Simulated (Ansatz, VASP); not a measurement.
**Two plane-wave programs on SnSe**

File INCAR:

```
SYSTEM = SnSe
ALGO = Normal
EDIFF = 1E-6
ENCUT = 520
GGA = PS
ISIF = 2
ISMEAR = 0
LASPH = .TRUE.
LCHARG = .TRUE.
LELF = .TRUE.
LREAL = .FALSE.
LVHAR = .TRUE.
LWAVE = .FALSE.
NBANDS = 17
NELM = 60
PREC = Accurate
SIGMA = 0.05
```

The input KPOINTS:

```
k-points
0
G
  8 8 8
  0 0 0
```

Contents of POSCAR:

```
SnSe
1.0
    0.0000000000      3.0100000000      3.0401000000
    3.0100000000      0.0000000000      3.0401000000
    3.0100000000      3.0100000000      0.0000000000
Sn Se
1 1
Direct
    0.0000000000      0.0000000000      0.0000000000
    0.5000000000      0.5000000000      0.5000000000
```

Input for Ansatz:

```yaml
crystal:
  lattice:
    - [0.0, 3.01, 3.0401]
    - [3.01, 0.0, 3.0401]
    - [3.01, 3.01, 0.0]
  atoms:
    - { symbol: Sn, position: [0.0, 0.0, 0.0] }
    - { symbol: Se, position: [0.5, 0.5, 0.5] }
basis:
  ecutwfc: 420
kpoints:
  mp_grid: { grid: [8, 8, 8] }
hamiltonian:
  xc: pbesol
scf:
  occupations: { method: gaussian, width: 0.05 }
output:
  forces: true
  stress: true
  eigenvalues: true
```

Change from the starting cell: strain +0.0100 x Voigt [0, 0, 1, 0, 0, 0], atoms carried along.

Alike in both runs: task single point; functional PBEsol; k mesh 8 × 8 × 8; occupations gaussian, width 0.05 eV; no spin polarisation.

|  | VASP | Ansatz |
| --- | --- | --- |
| version | VASP 6.6.1 | Ansatz 0.2.0 |
| potentials or method | VASP PAW PBE potentials, release 64 (Sn_d, Se) | scalar-relativistic, plane waves, PAW |
| plane-wave cutoff (eV) | 520 | 420 |
| valence electrons in the cell | 20 | 30 |

|  | VASP | Ansatz | Ansatz less VASP |
| --- | --- | --- | --- |
| gap on the k mesh at the Fermi level (eV) | 0.61 | 0.61 | -0.002 |
| least direct gap on the mesh (eV) | 0.61 | 0.61 | -0.002 |
| pressure (GPa) | -2.4 | -2.4 | -0.01 |
| largest component of the traceless stress (GPa) | 0.71 | 0.71 | -0.005 |

The two sets of potentials don't hold the same shells in valence.

Caveats: the PAW data sets were made with another functional, which shifts forces and pressure a little (VASP); spin-orbit coupling is left out, which moves the levels of the heavy elements. A k mesh can miss the band edges.
